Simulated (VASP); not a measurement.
Set up this calculation in VASP 6.6.1, as the native input.

* Task: single point
* Functional: LDA
* Potentials or basis: VASP PAW LDA potentials, release 64 (C, O)
* Cutoff: 520 eV
* k mesh: 8 × 8 × 8
* Occupations: gaussian, width 0.1 eV
* Spin: no spin polarisation
* Dipole correction: no
* Further INCAR settings: ALGO = Fast; EDIFF = 1e-07; NBANDS = 25

The structure of CO2 lies in POSCAR:

```
CO2
1.0
   -1.9288123550      1.9288123550      2.9570435408
    1.9288123550     -1.9288123550      2.9570435408
    1.9288123550      1.9288123550     -2.9570435408
C O
2 4
Direct
    0.0000000000      0.0000000000      0.0000000000
    0.7500000000      0.2500000000      0.5000000000
    0.3750000000      0.2949006038      0.4199006038
    0.7050993962      0.1250000000      0.0800993962
    0.8750000000      0.9550993962      0.5800993962
    0.0449006038      0.6250000000      0.9199006038
```

These files were run (other wordings do the same):

INCAR

```
PREC     = Accurate       # precision mode
ENCUT    = 520            # plane-wave cutoff, eV
EDIFF    = 1E-7           # SCF threshold, eV
ISMEAR   = 0              # smearing method
SIGMA    = 0.1            # smearing width, eV
LREAL    = False          # projectors in reciprocal space
LASPH    = True           # aspherical terms in the spheres
NELM     = 100            # most SCF steps
ALGO     = Fast           # electronic algorithm
ISIF     = 2              # what is computed and relaxed
LWAVE    = False          # write WAVECAR
LCHARG   = True           # write CHGCAR
LELF     = True           # ELF
LVHAR    = True         
NBANDS   = 25             # bands
```

KPOINTS

```
Automatic mesh
0
Gamma
  8 8 8
```

Potentials or basis: VASP PAW LDA potentials, release 64 (C, O).

Launch:

```console
$ cat potpaw_LDA.64/C/POTCAR potpaw_LDA.64/O/POTCAR > POTCAR
$ mpirun -np 1 vasp_std > vasp.out
```

It gave:

```yaml
Pressure: 2.6 GPa
Largest_force: 0.132 eV/Å
Band_gap_on_the_k_mesh: 7.52 eV, indirect (least direct gap 8.01 eV)
```

It took 57 s on 1 thread of Intel(R) Xeon(R) Platinum 8488C (Sapphire Rapids) (shared host), peak memory 0.16 GiB.
